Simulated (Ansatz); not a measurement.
## Kick test of a cell of MgO

It comes from a database structure that was distorted and then relaxed.

All numbers below come from DFT PBE, scalar-relativistic, plane waves, PAW (Ansatz 0.2.0). Cutoff 420 eV; k points 9×9×6 on the computed 4-atom cell (Γ-centred); Gaussian smearing, width 0.02 eV; no spin polarisation.

The cell below (4 atoms, space group P6_3/mmc (No. 194)) is relaxed within its symmetry.

```xyz
4
Lattice="3.5209 0.0000 0.0000 -1.7605 3.0492 0.0000 0.0000 0.0000 4.2374" Properties=species:S:1:pos:R:3 pbc="T T T"
Mg    1.7605    1.0164    3.1780
Mg    0.0000    2.0328    1.0593
O     1.7605    1.0164    1.0593
O     0.0000    2.0328    3.1780
```

For the test a repeat of it with 8 atoms (edges 3.52, 4.24, 6.10 Å) was strained at random (σ = 1.5 % a component), the atoms were moved at random (σ = 0.10 Å), and all was relaxed again on a coarse 4×4×2 mesh (in the run’s order of axes) with 0.10 eV smearing, with no symmetry imposed.

Question: What happens?

Answer: It returns, within 1 meV/atom of the unmoved cell on that mesh and with the same symmetry when read at 0.1 Å. So it is stable against the distortions that fit this cell and that this random move excites. Modes that don't fit the cell aren't tested.
